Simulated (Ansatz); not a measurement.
All numbers below come from DFT PBE, scalar-relativistic, plane waves, PAW (Ansatz). All cells share a 420 eV cutoff and Γ-centred k meshes spaced at most about 0.3 Å⁻¹ (about 0.25 or finer for metals, 2π included). No spin polarisation in the final relaxations.

These are static total energies at zero pressure. All come from trial cells, and lower structures may exist.

Problem. Which of these relaxed structures of Ge is the lowest in energy?
A.

```xyz
8
Lattice="-3.9673 3.9673 3.9673 3.9673 -3.9673 3.9673 3.9673 3.9673 -3.9673" Properties=species:S:1:pos:R:3 pbc="T T T"
Ge    1.2684    1.2684    1.2684
Ge    2.6989    2.6989   -2.6989
Ge    2.6989   -2.6989    2.6989
Ge   -2.6989    2.6989    2.6989
Ge    2.6989    2.6989    2.6989
Ge    1.2684    1.2684   -1.2684
Ge    1.2684   -1.2684    1.2684
Ge   -1.2684    1.2684    1.2684
```

B.

```xyz
3
Lattice="5.2406 0.0000 0.0000 0.0000 5.2406 0.0000 0.0000 0.0000 2.6554" Properties=species:S:1:pos:R:3 pbc="T T T"
Ge    0.0000    0.0000    0.0000
Ge    0.0000    2.6203    0.0000
Ge    2.6203    0.0000    0.0000
```

C.

```xyz
1
Lattice="2.8790 0.0000 0.0000 -1.4395 2.4933 0.0000 0.0000 0.0000 2.6933" Properties=species:S:1:pos:R:3 pbc="T T T"
Ge    0.0000    0.0000    1.3466
```

Solution. C. It has the simple hexagonal type, space group P6/mmm (No. 191); the next, A, with space group Im-3m (No. 229), lies 27 meV/atom higher. Counting all near atoms (those within 1.25 times the shortest such distance or 1.15 times the sum of covalent radii), the lowest has Ge 8 and the next has Ge 4.

Cells relaxed within their symmetry can be saddle points. The part of the Crystallography Open Database at hand lists Ge in space groups No. 64, 96, 227; no cell shown has one of them. Some types were kept out of the candidates beforehand, so the set may lack a known form.
